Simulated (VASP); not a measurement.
# C, self-consistent run: which settings are enough?

C, Fd-3m (no. 227), 2 atoms in the cell. B3LYP; PAW potentials C (PBE set). VASP 6.6.1.

Wanted: energy within 0.2 meV/atom; levels at the zone centre within 0.003 eV.

What the run is for: comparing ways to start; Accuracy asked: tight.

Levels at the zone centre: counted from the valence top at that point.

POSCAR:
```
C
1.0
    0.0000000000      1.7833700000      1.7833700000
    1.7833700000      0.0000000000      1.7833700000
    1.7833700000      1.7833700000      0.0000000000
C
2
Direct
    0.7500000000      0.7500000000      0.7500000000
    0.5000000000      0.5000000000      0.5000000000
```

## How the run starts (with a second run first, the time holds both)

| How the run starts (with a second run first, the time holds both) | Energy less reference (meV/atom) | Levels at the zone centre, largest deviation (eV) | Time (s) |
|---|---|---|---|
| from scratch: 15 SCF iterations | 0.00 | 0.0000 | 245 |
| PBE orbitals (WAVECAR): 11 + 8 SCF iterations | 0.00 | 0.0006 | 178 |
| PBE density (CHGCAR): 11 + 12 SCF iterations | 0.00 | 0.0006 | 179 |
| loose PBE orbitals: 9 + 8 SCF iterations | 0.00 | 0.0006 | 205 |
| coarse exchange grid first: 11 + 5 + 3 SCF iterations | 0.00 | 0.0012 | 112 |

Chosen: coarse exchange grid first: 11 + 5 + 3 SCF iterations, the fastest of those that stay within half of the tolerance.

## All choices together

| Input | Energy less reference (meV/atom) | Levels at the zone centre, largest deviation (eV) | Time (s) |
|---|---|---|---|
| chosen settings | 0.00 | 0.0012 | 112 |
| reference settings throughout | 0.00 | 0.0000 | 245 |

The tolerance is met.

Values of the reference run: Levels at the zone centre: 0, 0, 7.455 eV from the valence top at Gamma.

## The input

INCAR.step1:
```
SYSTEM = C
ISMEAR = 0 ; SIGMA = 0.03
LWAVE = .True. ; LCHARG = .True.
ISIF = 2 ; PREC = Accurate
LASPH = .True. ; LREAL = .False.
ALGO = Normal ; EDIFF = 1E-5
NELM = 120 ; GGA_COMPAT = .False.
ENCUT = 520 ; EFERMI = MIDGAP
GGA = PE
```

INCAR.step2, as INCAR.step1 but for:
```
- EDIFF = 1E-5
- GGA = PE
+ GGA = B3
+ LHFCALC = .True.
+ AEXX = 0.2
+ AGGAX = 0.72
+ AGGAC = 0.81
+ ALDAC = 0.19
+ EDIFF = 1E-4
+ PRECFOCK = Fast
+ ISTART = 1
+ NKRED = 2
```

INCAR.step3, as INCAR.step2 but for:
```
- LWAVE = .True.
- LCHARG = .True.
- EDIFF = 1E-4
- PRECFOCK = Fast
- NKRED = 2
+ LWAVE = .False.
+ LCHARG = .False.
+ EDIFF = 1E-6
+ PRECFOCK = Normal
```

KPOINTS:
```
k-points
0
Gamma
  8 8 8
```

Commands (each step's output is kept before the next begins):
```
cat potpaw_PBE.64/C/POTCAR > POTCAR
cp INCAR.step1 INCAR
mpirun -np 1 vasp_std > vasp.out
cp INCAR.step2 INCAR
mpirun -np 1 vasp_std > vasp.out
cp INCAR.step3 INCAR
mpirun -np 1 vasp_std > vasp.out
```

The chosen input took VASP 6.6.1 112 s on 1 core (Intel Xeon 6975P-C (Granite Rapids)), a shared host.
